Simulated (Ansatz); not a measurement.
The parent structure is InN in the wurtzite structure (space group P6_3mc, No. 186; a = 3.548 Å, c = 5.724 Å).

Calculations: Ansatz (a first-principles code) r2SCAN, spin-orbit coupling left out, earlier PAW set.

Base values:

```
Property            Value
---------------  --------
Volume per atom  15.60 Å³
```

Modification: a negative pressure, −1 GPa.

### Question
What happens to the volume per atom?

### Answer
The volume per atom increases by 0.11 Å³ (15.60 Å³ → 15.71 Å³).

Load acts through the strain it causes; cell and atoms are relaxed under it. No phonon test of stability was made. The final runs are not spin-polarised.
